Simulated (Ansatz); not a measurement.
## BN: computed properties

All numbers below come from DFT PBE+D3(BJ), scalar-relativistic, plane waves, PAW in Ansatz 0.2.0.

Plane waves to 420 eV, a k mesh through Γ of 12×12×4 on the computed 4-atom cell and Gaussian smearing (0.02 eV); no spin polarisation.

The structure is relaxed at this level of theory with its symmetry kept. This form isn't the usual stable structure of the compound.

The structure is hexagonal, space group P-6m2 (No. 187). The conventional cell has a = 2.506 Å, b = 2.506 Å, c = 6.597 Å, α = 90.00°, β = 90.00°, γ = 120.00°. B (site symmetry -6m2) is surrounded by 3 N at 1.45 Å. Around B (site symmetry -6m2) lie 3 N at 1.45 Å. N (site symmetry -6m2) is surrounded by 3 B at 1.45 Å. N (site symmetry -6m2) has 3 B at 1.45 Å as nearest neighbours.

```json
{"Volume per atom": "8.97 Å³", "Kohn–Sham band gap": "4.36 eV, indirect from (0.333, 0.333, 0.497) to M", "Löwdin character of the top 1 eV of the valence band": "N 2p 88 %, B 2p 11 %", "Löwdin character of the lowest 1 eV of the conduction band": "B 2p 84 %, N 2p 12 %", "Electron masses at the edge by Cartesian direction of the standard setting (m_e; degenerate bands sorted by energy; no spin-orbit coupling)": "x: 3.8; y: 0.29; z: 23", "Hole masses at the edge by Cartesian direction of the standard setting (m_e; degenerate bands sorted by energy; no spin-orbit coupling)": "x: 0.63; y: 0.63; z: 13", "Electronic dielectric constant xx, yy, zz of the standard setting (independent particles)": "4.9, 4.9, 3.0", "Bader charges (e)": "B (1 in the cell) 2.22, B (1 in the cell) 2.22, N (1 in the cell) -2.21, N (1 in the cell) -2.22"}
```